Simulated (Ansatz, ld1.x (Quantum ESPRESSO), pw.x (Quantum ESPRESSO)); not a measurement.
## From atom to crystal: ultrasoft potential for phosphorus

P, ultrasoft, made with ld1.x (Quantum ESPRESSO) 7.5 (PBE, scalar-relativistic). Core [Ne], reference 3s1.75 3p3.25. Waves: 3s (bound): rcut 1.10, rcutus 1.35 bohr; 3s channel at 2.3 Ry: rcut 1.10, rcutus 1.35 bohr; 3p (bound): rcut 1.25, rcutus 1.65 bohr; 3p channel at 1.85 Ry: rcut 1.25, rcutus 1.65 bohr. Local part: all-electron potential smoothed inside 1.30 bohr (lloc = -2). Core correction: Bessel-smoothed model core, default radius (core density twice the valence density). Augmentation charge: PSQ, inside the norm-conserving radii.

Atomic tests: cutoffs needed: 18 Ry and 30 Ry (the cutoffs (Ry, on a coarse ladder) from which the occupation-weighted sum of valence levels, in a spherical-Bessel basis at the reference potential, stays within 10 and 1 mRy of its value at 400 Ry); ghost test: no extra level below or beside the all-electron valence levels (s, p, d, f tested) (spherical-Bessel basis up to 400 Ry, 20 bohr box); largest excitation error: -9.3 meV (all-electron minus pseudo) for 3s0 3p5, out of 7 test configurations.

Crystal test: fcc P in pw.x 7.5, no spin, 14³ k-points, Fermi–Dirac smearing 0.01 Ry, cutoffs 40/320 Ry. The reference is all-electron LAPW (Ansatz 0.2.0) with the same functional, mesh and smearing; V0 and B0 come from Birch–Murnaghan fits to the pressures at five volumes. Errors are pseudo minus all-electron; Δ is the rms difference of the E(V) curves that follow from these fits, minima aligned, over ±6 % about the mean V0. Mesh and smearing are coarse, so the numbers serve the comparison and aren't converged zero-temperature values; the lattice is a test structure that the element need not adopt.

All-electron: a0 = 3.878 Å (V0 = 14.58 Å³/atom), B0 = 88.9 GPa.

**Question.** How far does the potential miss the all-electron equation of state?

**Answer.** mean pressure error (GPa): +5.53; a0 (Å): 3.953; a0 error (%): +1.95; B0 error (%): +0.6; Δ (meV/atom): 17.0. This is a poor potential for the solid.

```tsv
V (Å³/atom)	P all-electron (GPa)	P pseudo (GPa)
14.029	3.66	10.27
14.398	1.11	7.13
14.767	-1.13	4.35
15.136	-3.12	1.87
15.505	-4.89	-0.36
```

**Question.** At the middle volume, how do free energy and pressure move when the wave cutoff is lowered (ecutrho held at 320 Ry)?

**Answer.**

```csv
cutoff (Ry),shift of F (meV/atom),shift of P (GPa)
18,+145.2,-6.32
24,+17.5,-0.65
32,+6.5,+0.06
```

The run at the middle volume (104 k-points, 5 iterations) took about 5.3 s on one core of a shared host (Intel(R) Xeon(R) Platinum 8488C, 96 threads, 744 GiB, load 88).
